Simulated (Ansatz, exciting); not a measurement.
## NaCl: programs and potentials compared

```
Cl Na
1.0
     0.00000    2.79406    2.79406
     2.79406    0.00000    2.79406
     2.79406    2.79406    0.00000
Cl Na
1 1
Direct
  0.50000 0.50000 0.50000
  0.00000 0.00000 0.00000
```

The cell is a database's computed one, not the measured one.

Alike in all runs: task band structure; functional revPBE; k mesh 8 × 8 × 8; occupations fermi-dirac, width 0.05 eV; no spin polarisation; no spin-orbit coupling. Pressure is positive in compression and, in plane waves, holds the error of the finite cutoff, which Ansatz's Pulay term estimates and takes out. Gaps are the smaller of the mesh's and the band path's.

```tsv
program and potentials	plane-wave cutoff (eV)	notes	band gap (eV)	pressure (GPa)
Ansatz, Ansatz PAW	420	potentials made for PBE, which Ansatz adapts in part	5.49	3.25
exciting, all-electron LAPW+lo, shipped species files, valence relativity iora*	-	-	5.52	-
Ansatz, all-electron LAPW, scalar-relativistic	-	-	5.49	3.26
```

The band gap spans 5.49 (Ansatz, Ansatz PAW) to 5.52 eV (exciting, all-electron LAPW+lo, shipped species files, valence relativity iora*), with all-electron results at 5.49 to 5.52. The pressure spans 3.25 (Ansatz, Ansatz PAW) to 3.26 GPa (Ansatz, all-electron LAPW, scalar-relativistic), with all-electron results at 3.26. Some sets were made for another functional than the one run, which can shift their rows.

The functional is the same throughout but for its coding, so the spread measures potentials, basis and numerics; runs on potential files found faulty are left out.
